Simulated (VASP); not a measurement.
# SiC (Moissanite 3C): how numerical settings change the zone-centre modes, part 2 of 2

How far do the zone-centre frequencies of SiC (Moissanite 3C) depend on the numerical settings? The starting structure is a measured crystal structure from the Crystallography Open Database.

VASP 6.6.1.

Results so far: reference T2 796.1 cm⁻¹.

## Step 3: Modes with a 7×7×7 mesh

Level of this step: LDA; plane waves and PAW (Si, C) (VASP).

Against step 2 the input has a 7×7×7 mesh.

Contents of INCAR:

```
SYSTEM = SiC
PREC = Accurate
ENCUT = 520
EDIFF = 1E-08
NELM = 100
ISMEAR = 0
SIGMA = 0.03
LREAL = .FALSE.
ALGO = Normal
GGA = CA
NBANDS = 10
LORBIT = 11
LWAVE = .FALSE.
LCHARG = .FALSE.
KPAR = 8
IBRION = 8
LEPSILON = .TRUE.
LPEAD = .TRUE.
ISIF = 2
```

Contents of POSCAR:

```
SiC
1.0
    0.0000000000      2.1657828511      2.1657828511
    2.1657828511      0.0000000000      2.1657828511
    2.1657828511      2.1657828511      0.0000000000
Si C
1 1
Direct
    0.0000000000      0.0000000000      0.0000000000
    0.7500000000      0.7500000000      0.7500000000
```

Contents of KPOINTS:

```
Automatic mesh
0
Gamma
7 7 7
0 0 0
```

PAW data sets: Si and C (LDA family, release 64).

On the command line:

```
$ mpirun -np 8 vasp_std
```

Output:

```text
[banner, memory and clock lines left out]
running    8 mpi-ranks, on    1 nodes
[...]
[... a notice as in an earlier step ...]

 LDA part: xc-table for (Slater(with rela. corr.)+CA(PZ))
 , standard interpolation
 POSCAR, INCAR and KPOINTS ok, starting setup
[...]
entering main loop
       N       E                     dE             d eps       ncg     rms          rms(c)
DAV:   1     0.271201707562E+01    0.27120E+01   -0.42013E+03   408   0.687E+02
DAV:   2    -0.180900196419E+02   -0.20802E+02   -0.19365E+02   548   0.114E+02
DAV:   3    -0.187298538605E+02   -0.63983E+00   -0.63912E+00   464   0.176E+01
DAV:   4    -0.187325655384E+02   -0.27117E-02   -0.27114E-02   462   0.151E+00
[...]
DAV:  11    -0.166390615577E+02   -0.22172E-06   -0.34346E-06   474   0.123E-02    0.131E-02
DAV:  12    -0.166390613292E+02    0.22851E-06   -0.68455E-07   410   0.433E-03    0.611E-04
DAV:  13    -0.166390613334E+02   -0.42514E-08   -0.28898E-08   438   0.113E-03
   1 F= -.16639061E+02 E0= -.16639061E+02  d E =-.905657E-27
[...]
RMM:  11    -0.143181117260E-01    0.35968E-08    0.15633E-08  1255   0.255E-06    0.639E-08
 first order change of Fermi-energy   0.38442E-04
 force on displaced ion       1 direction 1 : -19.620   0.000   0.000
 Born effective charge ion    1 direction 1 :   2.712   0.000   0.000
 Linear response progress:
  Degree of freedom:   2/  2
       N       E                     dE             d eps       ncg     rms          rms(c)
RMM:   1    -0.126345843083E+00   -0.12635E+00    0.57553E-02  2763   0.208E+00
RMM:   2    -0.123523722020E+00    0.28221E-02   -0.26466E-03  1948   0.404E-01    0.209E-01
RMM:   3    -0.123523284751E+00    0.43727E-06   -0.83574E-04  1914   0.175E-01    0.103E-01
RMM:   4    -0.124571284952E+00   -0.10480E-02   -0.64409E-04  1920   0.147E-01    0.187E-02
[...]
RMM:   9    -0.124549742189E+00    0.96313E-07    0.14644E-08  2233   0.259E-05    0.507E-06
RMM:  10    -0.124549774107E+00   -0.31917E-07   -0.18289E-08  2226   0.836E-06    0.190E-06
RMM:  11    -0.124549771860E+00    0.22470E-08   -0.96925E-09  1772   0.509E-06    0.219E-07
 first order change of Fermi-energy   0.12138E-03
 force on displaced ion       2 direction 1 : -19.615   0.000   0.000
 Born effective charge ion    2 direction 1 :  -2.709   0.000   0.000
 Born effective charges drift removed
 Linear response finished
```

It took 7.8 s on 8 MPI ranks of Intel Xeon 6975P-C (Granite Rapids), shared host; peak memory 1.3 GiB; 58 s of CPU time.

OUTCAR, selected parts (step 3):

```text
  Total        0.0016876      0.0016876      0.0016876     -0.0000000      0.0000000      0.0000000
  in kB        0.1330766      0.1330766      0.1330766     -0.0000000      0.0000000      0.0000000
  external PRESSURE =       0.1330766 kB  Pullay stress =       0.0000000 kB

 POSITION                                       TOTAL-FORCE (eV/Angst)
 -----------------------------------------------------------------------------------
      0.00000      0.00000      0.00000        -0.000000      0.000000     -0.000000
      3.24867      3.24867      3.24867         0.000000     -0.000000      0.000000
 -----------------------------------------------------------------------------------
    total drift:                               -0.000000     -0.000000     -0.000000

 MACROSCOPIC STATIC DIELECTRIC TENSOR (including local field effects in DFT)
 ------------------------------------------------------
           6.847413     0.000000     0.000000
           0.000000     6.847413     0.000000
           0.000000     0.000000     6.847413
 ------------------------------------------------------

 MACROSCOPIC STATIC DIELECTRIC TENSOR IONIC CONTRIBUTION
 ------------------------------------------------------
           3.336639    -0.000000    -0.000000
          -0.000000     3.336639     0.000000
          -0.000000     0.000000     3.336639
 ------------------------------------------------------

[... 1 part as in an earlier step ...]

[... 1 further part left out ...]
```

With a 7×7×7 mesh the mode is T2 796.3 cm⁻¹, +0.2 cm⁻¹ from the reference.

## Step 4: Modes with a cutoff of 400 eV

Against step 2 the input has ENCUT = 400.

INCAR, as its differences from that of step 3:

```diff
@@ -2,3 +2,3 @@
 PREC = Accurate
-ENCUT = 520
+ENCUT = 400
 EDIFF = 1E-08
```

POSCAR is that of step 3.

Contents of KPOINTS:

```
Automatic mesh
0
Gamma
12 12 12
0 0 0
```

On the command line:

```
$ mpirun -np 8 vasp_std
```

Output:

```text
[... set-up lines as in an earlier step ...]
 entering main loop
       N       E                     dE             d eps       ncg     rms          rms(c)
DAV:   1    -0.648499164539E+00   -0.64850E+00   -0.35452E+03  1492   0.551E+02
DAV:   2    -0.182084670241E+02   -0.17560E+02   -0.16922E+02  1854   0.101E+02
DAV:   3    -0.187202486640E+02   -0.51178E+00   -0.51107E+00  1700   0.153E+01
DAV:   4    -0.187223044279E+02   -0.20558E-02   -0.20556E-02  1662   0.120E+00
[...]
DAV:  11    -0.166485053386E+02   -0.24587E-06   -0.30541E-06  1744   0.118E-02    0.124E-02
DAV:  12    -0.166485050764E+02    0.26221E-06   -0.64865E-07  1494   0.411E-03    0.571E-04
DAV:  13    -0.166485050854E+02   -0.90133E-08   -0.26874E-08  1578   0.108E-03
   1 F= -.16648505E+02 E0= -.16648505E+02  d E =-.976494E-14
 Linear response reoptimize wavefunctions to high precision
DAV:   1    -0.166485050900E+02   -0.45388E-08   -0.29799E-10   962   0.130E-04
DAV:   2    -0.166485050900E+02   -0.27399E-10   -0.12137E-11   758   0.302E-05
 Linear response to external field (no local field effect), progress :
[...]
RMM:  10    -0.142804812009E-01    0.97035E-08    0.42501E-08  8885   0.645E-06    0.106E-06
 first order change of Fermi-energy   0.30090E-04
 force on displaced ion       1 direction 1 : -19.591   0.000   0.000
 Born effective charge ion    1 direction 1 :   2.712   0.000   0.000
 Linear response progress:
  Degree of freedom:   2/  2
       N       E                     dE             d eps       ncg     rms          rms(c)
RMM:   1    -0.125437157335E+00   -0.12544E+00    0.64087E-02 12345   0.204E+00
RMM:   2    -0.123177044596E+00    0.22601E-02   -0.25991E-03  8574   0.399E-01    0.207E-01
RMM:   3    -0.123186962876E+00   -0.99183E-05   -0.77969E-04  8309   0.172E-01    0.102E-01
RMM:   4    -0.124244260905E+00   -0.10573E-02   -0.61055E-04  8326   0.146E-01    0.187E-02
[...]
RMM:  10    -0.124230581192E+00   -0.20135E-07    0.14368E-07  9620   0.122E-05    0.185E-06
RMM:  11    -0.124230579961E+00    0.12310E-08    0.24719E-07  7421   0.943E-06    0.155E-07
RMM:  12    -0.124230580965E+00   -0.10037E-08    0.10421E-07  4901   0.903E-06    0.660E-08
 first order change of Fermi-energy   0.90516E-04
 force on displaced ion       2 direction 1 : -19.593  -0.000  -0.000
 Born effective charge ion    2 direction 1 :  -2.714   0.000   0.000
 Born effective charges drift removed
 Linear response finished
```

Elapsed: 18 s, on 8 MPI ranks; peak memory 1.9 GiB; 2.3 min of CPU time.

From OUTCAR (step 4):

```text
  Total       -0.1428535     -0.1428535     -0.1428535      0.0000000     -0.0000000     -0.0000000
  in kB      -11.2648881    -11.2648881    -11.2648881      0.0000000     -0.0000000     -0.0000000
  external PRESSURE =     -11.2648881 kB  Pullay stress =       0.0000000 kB

 POSITION                                       TOTAL-FORCE (eV/Angst)
 -----------------------------------------------------------------------------------
      0.00000      0.00000      0.00000         0.000000      0.000000      0.000000
      3.24867      3.24867      3.24867        -0.000000     -0.000000     -0.000000
 -----------------------------------------------------------------------------------
    total drift:                                0.000000      0.000000      0.000000

 MACROSCOPIC STATIC DIELECTRIC TENSOR (including local field effects in DFT)
 ------------------------------------------------------
           6.932844     0.000000    -0.000000
          -0.000000     6.932844     0.000000
           0.000000     0.000000     6.932844
 ------------------------------------------------------

 MACROSCOPIC STATIC DIELECTRIC TENSOR IONIC CONTRIBUTION
 ------------------------------------------------------
           3.347563     0.000000     0.000000
           0.000000     3.347563    -0.000000
           0.000000    -0.000000     3.347563
 ------------------------------------------------------

[... 1 part as in an earlier step ...]

[... 1 further part left out ...]
```

With a cutoff of 400 eV the mode is T2 795.8 cm⁻¹, -0.3 cm⁻¹ from the reference.

## Step 5: Modes with a 16×16×16 mesh

Against step 2 the input has a 16×16×16 mesh.

INCAR, as its differences from that of step 4:

```diff
@@ -2,3 +2,3 @@
 PREC = Accurate
-ENCUT = 400
+ENCUT = 520
 EDIFF = 1E-08
```

POSCAR is that of step 4.

Contents of KPOINTS:

```
Automatic mesh
0
Gamma
16 16 16
0 0 0
```

On the command line:

```
$ mpirun -np 8 vasp_std
```

Output:

```text
[... set-up lines as in an earlier step ...]
 entering main loop
       N       E                     dE             d eps       ncg     rms          rms(c)
DAV:   1     0.227009697713E+01    0.22701E+01   -0.40349E+03  3020   0.676E+02
DAV:   2    -0.180989722234E+02   -0.20369E+02   -0.19409E+02  3830   0.112E+02
DAV:   3    -0.187304607563E+02   -0.63149E+00   -0.63028E+00  3452   0.174E+01
DAV:   4    -0.187332617217E+02   -0.28010E-02   -0.28008E-02  3326   0.143E+00
[...]
DAV:  11    -0.166427280511E+02   -0.30783E-06   -0.31423E-06  3482   0.120E-02    0.132E-02
DAV:  12    -0.166427278278E+02    0.22321E-06   -0.66497E-07  3008   0.423E-03    0.592E-04
DAV:  13    -0.166427278315E+02   -0.36730E-08   -0.29302E-08  3198   0.114E-03
   1 F= -.16642728E+02 E0= -.16642728E+02  d E =-.432538E-14
 Linear response reoptimize wavefunctions to high precision
DAV:   1    -0.166427278344E+02   -0.28442E-08   -0.39461E-10  2038   0.144E-04
DAV:   2    -0.166427278344E+02   -0.15234E-10   -0.13586E-11  1526   0.330E-05
 Linear response to external field (no local field effect), progress :
[...]
RMM:  10    -0.143132296872E-01    0.81692E-08    0.89514E-10 19864   0.472E-06    0.100E-06
 first order change of Fermi-energy   0.27291E-04
 force on displaced ion       1 direction 1 : -19.610  -0.000  -0.000
 Born effective charge ion    1 direction 1 :   2.713   0.000   0.000
 Linear response progress:
  Degree of freedom:   2/  2
       N       E                     dE             d eps       ncg     rms          rms(c)
RMM:   1    -0.126508325991E+00   -0.12651E+00    0.55455E-02 27411   0.208E+00
RMM:   2    -0.123464972560E+00    0.30434E-02   -0.25684E-03 19009   0.408E-01    0.208E-01
RMM:   3    -0.123473474217E+00   -0.85017E-05   -0.79289E-04 18613   0.175E-01    0.103E-01
RMM:   4    -0.124521816688E+00   -0.10483E-02   -0.61086E-04 18747   0.147E-01    0.187E-02
[...]
RMM:   9    -0.124503628012E+00    0.53981E-07    0.64434E-09 21583   0.281E-05    0.333E-06
RMM:  10    -0.124503648018E+00   -0.20007E-07   -0.25241E-09 20930   0.765E-06    0.185E-06
RMM:  11    -0.124503646515E+00    0.15039E-08    0.17840E-09 16445   0.511E-06    0.152E-07
 first order change of Fermi-energy   0.65648E-04
 force on displaced ion       2 direction 1 : -19.607   0.000   0.000
 Born effective charge ion    2 direction 1 :  -2.713   0.000   0.000
 Born effective charges drift removed
 Linear response finished
```

Elapsed: 41 s, on 8 MPI ranks; peak memory 4.3 GiB; 5.4 min of CPU time.

Parts of OUTCAR (step 5):

```text
  Total       -0.0006607     -0.0006607     -0.0006607      0.0000000      0.0000000      0.0000000
  in kB       -0.0520966     -0.0520966     -0.0520966      0.0000000      0.0000000      0.0000000
  external PRESSURE =      -0.0520966 kB  Pullay stress =       0.0000000 kB

 POSITION                                       TOTAL-FORCE (eV/Angst)
 -----------------------------------------------------------------------------------
      0.00000      0.00000      0.00000         0.000000      0.000000      0.000000
      3.24867      3.24867      3.24867        -0.000000     -0.000000     -0.000000
 -----------------------------------------------------------------------------------
    total drift:                               -0.000000     -0.000000     -0.000000

 MACROSCOPIC STATIC DIELECTRIC TENSOR (including local field effects in DFT)
 ------------------------------------------------------
           6.936383    -0.000000     0.000000
          -0.000000     6.936383     0.000000
          -0.000000    -0.000000     6.936383
 ------------------------------------------------------

 MACROSCOPIC STATIC DIELECTRIC TENSOR IONIC CONTRIBUTION
 ------------------------------------------------------
           3.343807     0.000000    -0.000000
           0.000000     3.343807    -0.000000
          -0.000000    -0.000000     3.343807
 ------------------------------------------------------

[... 1 part as in an earlier step ...]

[... 1 further part left out ...]
```

With a 16×16×16 mesh the mode is T2 796.1 cm⁻¹, as with the reference.

## Step 6: Modes with finite displacements

Against step 2 the input has IBRION = 6, NFREE = 2, POTIM = 0.015, no LEPSILON and no LPEAD (also changed: NSW).

INCAR, as its differences from that of step 5:

```diff
@@ -15,5 +15,6 @@
 KPAR = 8
-IBRION = 8
-LEPSILON = .TRUE.
-LPEAD = .TRUE.
+IBRION = 6
+NFREE = 2
+POTIM = 0.015
+NSW = 1
 ISIF = 2
```

POSCAR is that of step 5.

Contents of KPOINTS:

```
Automatic mesh
0
Gamma
12 12 12
0 0 0
```

On the command line:

```
$ mpirun -np 8 vasp_std
```

Output:

```text
[... set-up lines as in an earlier step ...]
 entering main loop
       N       E                     dE             d eps       ncg     rms          rms(c)
[... 13 cycles as in an earlier step ...]
   1 F= -.16642706E+02 E0= -.16642706E+02  d E =-.102947E-13
[...]
2 F= -.16640501E+02 E0= -.16640501E+02  d E =-.285196E-22
[...]
3 F= -.16640501E+02 E0= -.16640501E+02  d E =-.287630E-22
[...]
4 F= -.16640501E+02 E0= -.16640501E+02  d E =-.287859E-22
[...]
5 F= -.16640501E+02 E0= -.16640501E+02  d E =-.287543E-22
 Finite differences progress:
  Degree of freedom:   2/  2
  Displacement:        2/  2
  Total:               4/  4
```

Wall time 7.6 s (8 MPI ranks); peak memory 1.6 GiB; 56 s of CPU time.

From OUTCAR (step 6):

```text
  Total       -0.0009223      0.0046685      0.0046685      0.0000000     -0.1298204      0.0000000
  in kB       -0.0727300      0.3681408      0.3681408      0.0000000    -10.2371471      0.0000000
  external PRESSURE =       0.2211838 kB  Pullay stress =       0.0000000 kB

 POSITION                                       TOTAL-FORCE (eV/Angst)
 -----------------------------------------------------------------------------------
      0.00000      0.00000      0.00000        -0.294059      0.000000      0.000000
      3.23367      3.24867      3.24867         0.294059     -0.000000     -0.000000
 -----------------------------------------------------------------------------------
    total drift:                                0.000051     -0.000000     -0.000000

  FREE ENERGIE OF THE ION-ELECTRON SYSTEM (eV)
  ---------------------------------------------------
  free  energy   TOTEN  =       -16.6405005864 eV

  energy  without entropy=      -16.6405005864  energy(sigma->0) =      -16.64050059

[... 2 parts as in an earlier step ...]

[... 1 further part left out ...]
[key lines of the parts left out:]
E-fermi :   8.5321
```

The last energy, forces and stress in OUTCAR belong to the last displaced cell, not to that of POSCAR.

With finite displacements the mode is T2 796.0 cm⁻¹, -0.1 cm⁻¹ from the reference.

## Step 7: Comparison

| run | T2 | method | core minutes |
| --- | --- | --- | --- |
| reference | 796.1 | perturbation theory | 2.93 |
| a 7×7×7 mesh | 796.3 | perturbation theory | 1.04 |
| a cutoff of 400 eV | 795.8 | perturbation theory | 2.35 |
| a 16×16×16 mesh | 796.1 | perturbation theory | 5.47 |
| finite displacements | 796.0 | finite displacements | 1.01 |

Modes are in cm⁻¹, degenerate ones as one, matched between runs by symmetry and order. A number in brackets counts the listed modes of one symmetry from the lowest. The symmetry labels come from an automatic analysis and can be wrong where levels nearly coincide. Core minutes are wall time times ranks of the run shown, on a shared host.

## Step 8: What came out

| Quantity | Value |
| --- | --- |
| T2, reference | 796.1 cm⁻¹ |
| T2, a 7×7×7 mesh | 796.3 cm⁻¹ |
| T2, a cutoff of 400 eV | 795.8 cm⁻¹ |
| T2, a 16×16×16 mesh | 796.1 cm⁻¹ |
| T2, finite displacements | 796.0 cm⁻¹ |

The largest change comes with a cutoff of 400 eV: -0.3 cm⁻¹ in T2. On finer settings the modes change by less than 0.1 cm⁻¹ with a 16×16×16 mesh. Other changes move the modes by more: -0.3 cm⁻¹ in T2 with a cutoff of 400 eV. The dielectric constants and Born charges in the logs aren't compared here; at a small gap they can be far off, and in a run without a gap they mean nothing. The frequencies are harmonic, and the splitting of polar modes by their long-range field is left out. Further runs on this material are not shown.

[Lines on the potential files, build, host, timing and source positions are cut from VASP's logs without a mark.]

[Logs are printed without paths, hosts, clocks, repeated set-up lines and the standing remarks that a program may print on its own settings, such as how far it seeks lower states.]

[Hosts, paths, dates, database ids (printed as entryN), source tags and the programs' standing remarks are cut or masked in the printed files.]
